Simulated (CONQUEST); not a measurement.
## Mg under changes of volume

One of the cells (23.237 Å³/atom); the others are scaled copies at fixed shape and fractional positions:

```
CELL_PARAMETERS angstrom
3.20930 0.00000 0.00000
0.00000 5.21030 0.00000
0.00000 0.00000 5.55867
ATOMIC_POSITIONS crystal
Mg 0.00000 0.75000 0.33333
Mg 0.50000 0.75000 0.83333
Mg 0.00000 0.25000 0.66667
Mg 0.50000 0.25000 0.16667
```

- Program: CONQUEST 1.3
- Functional: PBE
- Potentials or basis: PseudoDojo NC PBE, DZP, grid of 32 × 60 × 60 points
- k mesh: 8 × 5 × 5
- Occupations: fermi-dirac, width 0.05 eV
- Spin: no spin polarisation

```csv
volume (Å³/atom),energy over the lowest point (meV/atom),pressure (GPa),largest force (eV/Å)
21.843,?,?,?
22.308,3.95,1.5,0.002
22.772,0.89,0.7,0.002
23.237,0.00,0.0,0.002
23.702,1.04,-0.7,0.003
24.167,3.88,-1.3,0.004
24.631,8.37,-1.8,0.004
```

What does the run at 21.843 Å³/atom give?

Energy over the lowest point 9.48 meV/atom; pressure 2.3 GPa; largest force 0.001 eV/Å.

Worked out: A Birch-Murnaghan fit of order 3 (a polynomial in V^(-2/3)) to the other rows has its minimum at 23.21 Å³/atom with B0 = V·E''(V) = 34 GPa and B' = 3.4 at fixed shape and positions, which overstates the stiffness. It gives 9.34 meV/atom at 21.843 Å³/atom, against the run's 9.48, and -dE/dV = 2.3 GPa, against 2.3.

Energies are extrapolated to zero smearing.

Caveats: the basis of atomic orbitals isn't converged, which shifts pressures, moduli and gaps.
